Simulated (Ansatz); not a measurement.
# Nb (Fm-3m) in Ansatz: convergence with wavefunction cutoff

Aim: find how far wavefunction cutoff must go before the results for Nb settle, at PBE. This setting moves, with any that are tied to it; all else stays.

All numbers are computed with Ansatz 0.2.0; they aren't measurements. Logs are shortened: lines on timing, memory, paths and dates and some standing lists are left out, and cuts for length are marked.

**1. The structure**

Symmetry: Fm-3m, No. 225, cubic system. The conventional cell has a = 4.230 Å, b = 4.230 Å, c = 4.230 Å, α = 90.00°, β = 90.00°, γ = 90.00°. Around Nb (site symmetry m-3m) lie 12 Nb at 2.99 Å.

This isn't the form of Nb at room conditions, which is bcc.

**2. With wavefunction cutoff 200 eV**

Input file input.yaml:

```yaml
crystal:
  lattice:
    - [0.0, 2.115, 2.115]
    - [2.115, 0.0, 2.115]
    - [2.115, 2.115, 0.0]
  atoms:
    - { symbol: Nb, position: [0.0, 0.0, 0.0] }
hamiltonian:
  xc: pbe
  pseudopotentials: { kind: paw_fr }
magnetization:
  noncollinear: true
  spin_orbit: true
kpoints:
  mp_grid: { grid: [9, 9, 9] }
scf:
  occupations: { method: fermi_dirac, width: 0.05 }
output:
  forces: true
  stress: true
  eigenvalues: true
basis:
  ecutwfc: "200 eV"
```

Potentials or basis: Ansatz PAW.

On the command line:

```console
$ ansatz run input.yaml --threads 2 --pin off --max-ram 5632MiB --backend cpu --events-out ev --progress --plain --runs-dir out
```

It took 0.73 s on 2 threads of Arm Neoverse V1, shared host; peak memory 0.26 GiB.

What came out:

```yaml
Free_energy: -4550.6727 eV
Pressure: 7.5 GPa
Band_gap_on_the_k_mesh: none (metal or under the smearing width)
```

**3. With wavefunction cutoff 250 eV**

Changes to input.yaml since step 2:

```diff
@@ -22,2 +22,2 @@
 basis:
-  ecutwfc: "200 eV"
+  ecutwfc: "250 eV"
```

Potentials or basis: Ansatz PAW.

On the command line:

```console
$ ansatz run input.yaml --threads 2 --pin off --max-ram 5632MiB --backend cpu --events-out ev --progress --plain --runs-dir out
```

Run time: 0.88 s. Hardware: 2 threads of Arm Neoverse V1, shared host; peak memory 0.27 GiB.

Results:

* Free energy: -4552.6342 eV
* Pressure: -0.6 GPa
* Band gap on the k mesh: none (metal or under the smearing width)

**4. With wavefunction cutoff 300 eV**

Changes to input.yaml since step 3:

```diff
@@ -22,2 +22,2 @@
 basis:
-  ecutwfc: "250 eV"
+  ecutwfc: "300 eV"
```

On the command line:

```console
$ ansatz run input.yaml --threads 2 --pin off --max-ram 5632MiB --backend cpu --events-out ev --progress --plain --runs-dir out
```

Run time: 1 s. Hardware: 2 threads of Arm Neoverse V1, shared host; peak memory 0.28 GiB.

What came out:

- Free energy: -4552.9251 eV
- Pressure: -0.4 GPa
- Band gap on the k mesh: none (metal or under the smearing width)

**5. With wavefunction cutoff 350 eV**

Changes to input.yaml since step 4:

```diff
@@ -22,2 +22,2 @@
 basis:
-  ecutwfc: "300 eV"
+  ecutwfc: "350 eV"
```

On the command line:

```console
$ ansatz run input.yaml --threads 2 --pin off --max-ram 5632MiB --backend cpu --events-out ev --progress --plain --runs-dir out
```

It took 1.1 s on 2 threads of Arm Neoverse V1, shared host; peak memory 0.29 GiB.

What came out:

* Free energy: -4552.9588 eV
* Pressure: -0.2 GPa
* Band gap on the k mesh: none (metal or under the smearing width)

**6. With wavefunction cutoff 400 eV**

Changes to input.yaml since step 5:

```diff
@@ -22,2 +22,2 @@
 basis:
-  ecutwfc: "350 eV"
+  ecutwfc: "400 eV"
```

Potentials or basis: Ansatz PAW.

On the command line:

```console
$ ansatz run input.yaml --threads 2 --pin off --max-ram 5632MiB --backend cpu --events-out ev --progress --plain --runs-dir out
```

Run time: 1.2 s. Hardware: 2 threads of Arm Neoverse V1, shared host; peak memory 0.3 GiB.

Results (log left out):

| Property | Result |
| --- | --- |
| Free energy | -4552.9609 eV |
| Pressure | -0.2 GPa |
| Band gap on the k mesh | none (metal or under the smearing width) |

**7. With wavefunction cutoff 450 eV**

Changes to input.yaml since step 6:

```diff
@@ -22,2 +22,2 @@
 basis:
-  ecutwfc: "400 eV"
+  ecutwfc: "450 eV"
```

On the command line:

```console
$ ansatz run input.yaml --threads 2 --pin off --max-ram 5632MiB --backend cpu --events-out ev --progress --plain --runs-dir out
```

Run time: 1.5 s. Hardware: 2 threads of Arm Neoverse V1, shared host; peak memory 0.31 GiB.

The run converged. Its results:

* Free energy: -4552.9615 eV
* Pressure: -0.3 GPa
* Band gap on the k mesh: none (metal or under the smearing width)

**8. With wavefunction cutoff 500 eV**

Changes to input.yaml since step 7:

```diff
@@ -22,2 +22,2 @@
 basis:
-  ecutwfc: "450 eV"
+  ecutwfc: "500 eV"
```

On the command line:

```console
$ ansatz run input.yaml --threads 2 --pin off --max-ram 5632MiB --backend cpu --events-out ev --progress --plain --runs-dir out
```

Run time: 1.6 s. Hardware: 2 threads of Arm Neoverse V1, shared host; peak memory 0.32 GiB.

It converged, with:

| Item | Value |
| --- | --- |
| Free energy | -4552.9618 eV |
| Pressure | -0.3 GPa |
| Band gap on the k mesh | none (metal or under the smearing width) |

**9. With wavefunction cutoff 600 eV**

Changes to input.yaml since step 8:

```diff
@@ -22,2 +22,2 @@
 basis:
-  ecutwfc: "500 eV"
+  ecutwfc: "600 eV"
```

Potentials or basis: Ansatz PAW.

On the command line:

```console
$ ansatz run input.yaml --threads 2 --pin off --max-ram 5632MiB --backend cpu --events-out ev --progress --plain --runs-dir out
```

Run time: 1.7 s. Hardware: 2 threads of Arm Neoverse V1, shared host; peak memory 0.33 GiB.

The run converged. Its results:

```
Free energy            : -4552.9618 eV
Pressure               : -0.3 GPa
Band gap on the k mesh : none (metal or under the smearing width)
```

**10. With wavefunction cutoff 800 eV**

Changes to input.yaml since step 9:

```diff
@@ -22,2 +22,2 @@
 basis:
-  ecutwfc: "600 eV"
+  ecutwfc: "800 eV"
```

Potentials or basis: Ansatz PAW.

On the command line:

```console
$ ansatz run input.yaml --threads 2 --pin off --max-ram 5632MiB --backend cpu --events-out ev --progress --plain --runs-dir out
```

Standard output:

```text
Warning: RAYON_NUM_THREADS=2 ignored (pool sized by the plan → 2); use --threads N
Engine: ansatz 0.2.0, aarch64-unknown-linux-gnu
Pseudopotentials: kind: paw_fr
Pseudopotential: Nb, paw_fr, valence charge 13, recommended cutoff 420 eV (normal), Nb.paw.azcp#standard-fr
Functional definition: PBE
  parameter kappa = 0.804
  parameter beta = 0.06672455060314922
  exchange = pbe_x(kappa = kappa, mu = beta*pi^2/3)
  correlation = pbe_c(beta = beta)
non-collinear run that drives no moment, with spin-orbit: no starting moment large enough to seed its density (crystal.atoms[].spin), no starting occupations that ask for one, no magnetisation constraint and no magnetic field, so the semilocal B_xc is pinned to zero
Crystal: 1 atoms, lattice volume = 18.922 Å³
Basis set: ecut = 800 eV, 941 PW (Γ), exchange–correlation on 60×60×60 points (8 copies of the dense FFT grid, shifted against one another)
Bands: 22, of which v1, the nominal top of the filled ones, is band 13 counted from 1 (12 counted from 0)
Symmetry: 48 space group operations + 48 with time reversal
Magnetic group: BNS 225.117 (UNI 1619), of the structure as read, at distance tolerance 2.7e-5 Å
k-points: 35 of 729
Projection manifold: j_resolved (fully-relativistic pseudo-atomic orbitals)
Non-local potential: Nb, projectors of the file, l = 0: 3, l = 1: 4, l = 2: 4, l = 3: 2
PAW form: soft (Blöchl's): semilocal exchange-correlation on the pseudo side does not see the compensation charge
PAW one-centre angular grid: Nb, 590 points (default); XC on 64 Gauss nodes
Initial density: superposition of atomic densities (chi_scale 0.1, normalization cell)
Initial wavefunctions: pseudopotential atomic-orbital guess
Functional: x = pbe(κ = 0.804, μ = 0.2195149727645171), c = pbe(β = 0.06672455060314922)
SCF iter   1: F=—  HF=-4553.472732 eV  |F-HF|=—  |Δ(HF+E_count)|=         —  Δρ=8.13e-2  dr2=1.41e0  dr2_m=0.00e0 (ungated)  ethr=3.10e-3  |M|=0.00e0 ∫|m|=0.00e0 μB  |m|>n=0.0e0 m-floor=0.0e0 τ_xc=0.0e0  β_m=0.30  ⟨swp⟩=7.0  Hψ=2088  notcnv=0  defer=8
preconditioner: auto → none  [insulator: Δε(μ)=0.118 eV  Ē_g=7.386 eV  σ=0.050 eV  W_gap=0.53  n_scr=0 (ndim 8)  ℏωp=19.1 eV  f_vac=0.000  D(μ)=1.03/eV (n_scr^D=14)  ε∞_Penn≈7.7]
SCF iter   2: F=—  HF=-4553.071372 eV  |F-HF|=—  |Δ(HF+E_count)|=   4.01e-1  Δρ=4.50e-2  dr2=3.59e-1  dr2_m=0.00e0 (ungated)  ethr=3.10e-3  |M|=0.00e0 ∫|m|=0.00e0 μB  |m|>n=0.0e0 m-floor=0.0e0 τ_xc=0.0e0  β_m=0.45  ⟨swp⟩=2.9  Hψ=853  notcnv=0  defer=78
SCF iter   3: F=—  HF=-4552.962863 eV  |F-HF|=—  |Δ(HF+E_count)|=   1.09e-1  Δρ=1.22e-2  dr2=1.09e-2  dr2_m=0.00e0 (ungated)  ethr=2.76e-3  |M|=0.00e0 ∫|m|=0.00e0 μB  |m|>n=0.0e0 m-floor=0.0e0 τ_xc=0.0e0  β_m=0.66  ⟨swp⟩=3.0  Hψ=680  notcnv=0  defer=78
SCF iter   4: F=—  HF=-4552.961987 eV  |F-HF|=—  |Δ(HF+E_count)|=   8.76e-4  Δρ=1.40e-3  dr2=4.17e-4  dr2_m=0.00e0 (ungated)  ethr=8.41e-5  |M|=0.00e0 ∫|m|=0.00e0 μB  |m|>n=0.0e0 m-floor=0.0e0 τ_xc=0.0e0  β_m=0.77  ⟨swp⟩=3.0  Hψ=704  notcnv=0  defer=78
SCF iter   5: F=—  HF=-4552.961851 eV  |F-HF|=—  |Δ(HF+E_count)|=   1.37e-4  Δρ=1.18e-4  dr2=8.97e-7  dr2_m=0.00e0 (ungated)  ethr=3.21e-6  |M|=0.00e0 ∫|m|=0.00e0 μB  |m|>n=0.0e0 m-floor=0.0e0 τ_xc=0.0e0  β_m=0.85  ⟨swp⟩=2.3  Hψ=561  notcnv=0  defer=78
SCF iter   6: F=—  HF=-4552.961852 eV  |F-HF|=—  |Δ(HF+E_count)|=   1.37e-6  Δρ=1.16e-5  dr2=2.48e-8  dr2_m=0.00e0 (ungated)  ethr=7.69e-10  |M|=0.00e0 ∫|m|=0.00e0 μB  |m|>n=0.0e0 m-floor=0.0e0 τ_xc=0.0e0  β_m=0.87  ⟨swp⟩=9.1  Hψ=1994  notcnv=0
SCF iter   7: F=-4552.961852 eV  HF=-4552.961852 eV  |F-HF|=9.73e-11  |Δ(HF+E_count)|=   4.58e-9  Δρ=1.06e-6  dr2=2.00e-10  dr2_m=0.00e0 (ungated)  ethr=1.91e-10  |M|=0.00e0 ∫|m|=0.00e0 μB  |m|>n=0.0e0 m-floor=0.0e0 τ_xc=0.0e0  ⟨swp⟩=1.4  Hψ=1106  notcnv=0
SCF 1 converged in 7 iterations: F = -4552.961852 eV  dr2 = 2.00e-10
SCF converged after 7 iterations
Magnetization: |M| = 0.0000 μB,  M = (+0.0000, +0.0000, +0.0000) μB
Absolute magnetization: 0.0000 μB (∫|m|)
  site 0: m = (+0.0000, +0.0000, +0.0000) μB, |m| = 0.0000 μB  (R = 1.23 Å)
Free energy (F): -4552.961852 eV
Harris-Foulkes:  -4552.961852 eV  (|F-HF|=9.73e-11)
Internal energy: -4552.948352 eV  (E = F + TS)
E sigma→0 (E₀):  -4552.955102 eV
Entropy (-TS):   -0.013500 eV (-13.500 meV/atom)
Fermi energy:    17.110800 eV
--- Per-component energies (eV) ---
  E_band       = -80.784528
  E_kinetic    = 393.547389
  E_local      = -721.618652  (includes V_loc(G=0)·N_el)
  E_nonlocal   = 119.302841
  E_hartree    = 223.937340
  E_xc         = -175.133011
  E_vxc        = -212.387374  (∫ρ·V_xc dr)
  E_paw        = -3074.137257  (= ΣΔE_a)
  E_vpaw       = -107.503811  (= ΣTr[D̂ρ^β])
  E_aug_tail   = 0.000001  (compensation charges beyond the density's cutoff)
  E_ewald      = -1318.847003
  E_smearing   = -0.013500  (= −TS)
  E_closure    = 0.000000  (closes the sum)
  Σ components = -4552.961852   (vs F -4552.961852, Δ=0.00e0)
--- Forces (eV/Å), atoms counted from 1 ---
  atom   1  Nb     0.00000000    -0.00000000     0.00000000
  max |Σ_I F_I| component: 1.69e-32 eV/Å
--- Stress (GPa, compression-positive) ---
       -0.259582      -0.000000      -0.000000
        0.000000      -0.259582       0.000000
       -0.000000       0.000000      -0.259582
  P = ⅓ Tr σ = -0.2596 GPa (-2.596 kbar)
--- Band table (eV; the first three rows and the last of 35) ---
  k-point 0: bands = ["-37.6479", "-37.6479", "-14.5684", "-14.5684", "-12.3802", "-12.3802", "-12.3802", "-12.3802", "10.9647", "10.9647", "17.1946", "17.1946", "17.1946", "17.1946", "17.3026", "17.3026", "19.8003", "19.8003", "19.8003", "19.8003", "28.8860", "28.8860"]
  k-point 1: bands = ["-37.6263", "-37.6263", "-14.6223", "-14.6223", "-12.4870", "-12.4870", "-12.3991", "-12.3991", "11.4073", "11.4073", "16.9067", "16.9067", "17.3759", "17.3759", "17.4718", "17.4718", "19.6320", "19.6320", "19.6582", "19.6582", "29.7358", "29.7358"]
  k-point 2: bands = ["-37.5711", "-37.5711", "-14.7697", "-14.7697", "-12.7354", "-12.7354", "-12.4465", "-12.4465", "12.4771", "12.4771", "16.4510", "16.4510", "17.5591", "17.5591", "17.6978", "17.6978", "19.6642", "19.6642", "19.7487", "19.7487", "29.7567", "29.7567"]
  k-point 34: bands = ["-37.4025", "-37.4025", "-15.1439", "-15.1439", "-13.1834", "-13.1834", "-12.9100", "-12.9100", "14.5634", "14.5634", "15.6133", "15.6133", "16.3222", "16.3222", "19.1764", "19.1764", "21.9529", "21.9529", "25.8484", "25.8484", "27.9036", "27.9036"]
```

Wall time 2.5 s (2 threads of Arm Neoverse V1, shared host); peak memory 0.38 GiB.

Results:

```
Free energy            : -4552.9619 eV
Pressure               : -0.3 GPa
Band gap on the k mesh : none (metal or under the smearing width)
```

**11. Summary**

| wavefunction cutoff | energy less the tightest run, at zero smearing (meV/atom) | pressure (GPa) | SCF cycles | CPU time (s) | peak memory (GiB) |
| --- | --- | --- | --- | --- | --- |
| 200 eV | 2290.83 | 7.49 | 7 | 1.2 | 0.26 |
| 250 eV | 327.79 | -0.58 | 7 | 1.6 | 0.27 |
| 300 eV | 36.77 | -0.36 | 7 | 1.8 | 0.28 |
| 350 eV | 3.06 | -0.22 | 7 | 2 | 0.29 |
| 400 eV | 0.97 | -0.25 | 7 | 2.1 | 0.3 |
| 450 eV | 0.34 | -0.26 | 7 | 2.8 | 0.31 |
| 500 eV | 0.09 | -0.26 | 7 | 3 | 0.32 |
| 600 eV | 0.03 | -0.26 | 7 | 3.2 | 0.33 |
| 800 eV | 0.00 | -0.26 | 7 | 4.8 | 0.38 |

Against the tightest run, the energy stays within 1 meV/atom from 400 eV on; the pressure stays within 0.1 GPa from 300 eV on. The tightest run that finished is the yardstick and may itself not be fully converged.
